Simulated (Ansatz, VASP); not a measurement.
# One calculation of LiF, two programs

```
Li F
1.0
     3.04859    0.00000    0.00000
    -1.52429    2.64015    0.00000
     0.00000    0.00000    7.46601
Li F
3 3
Cartesian
  0.0000 0.0000 -0.0001
  0.0000 1.7601 2.4886
  1.5243 0.8801 4.9772
  0.0000 0.0000 1.8666
  0.0000 1.7601 4.3553
  1.5243 0.8801 6.8439
```

Alike in both runs: functional PBEsol; k mesh 9 × 9 × 4; occupations gaussian, width 0.02 eV; no spin polarisation.

Ansatz relaxed the structure, and its values are those at the end. VASP's run is a single point on that final structure, the one shown.

|  | VASP | Ansatz |
| --- | --- | --- |
| version | VASP 6.6.1 | Ansatz 0.2.0 |
| potentials or method | VASP PAW PBE potentials, release 64 (Li_sv, F) | scalar-relativistic, plane waves, PAW |
| plane-wave cutoff (eV) | 520 | 420 |
| valence electrons in the cell | 30 | 30 |

|  | VASP | Ansatz | Ansatz less VASP |
| --- | --- | --- | --- |
| gap on the k mesh at the Fermi level (eV) | 7.66 | 7.68 | +0.012 |
| least direct gap on the mesh (eV) | 7.66 | 7.68 | +0.012 |

Caveats: an odd mesh through Γ misses points on the zone boundary, where band edges often lie. PBEsol gaps usually lie below the measured ones, often by a third to a half.
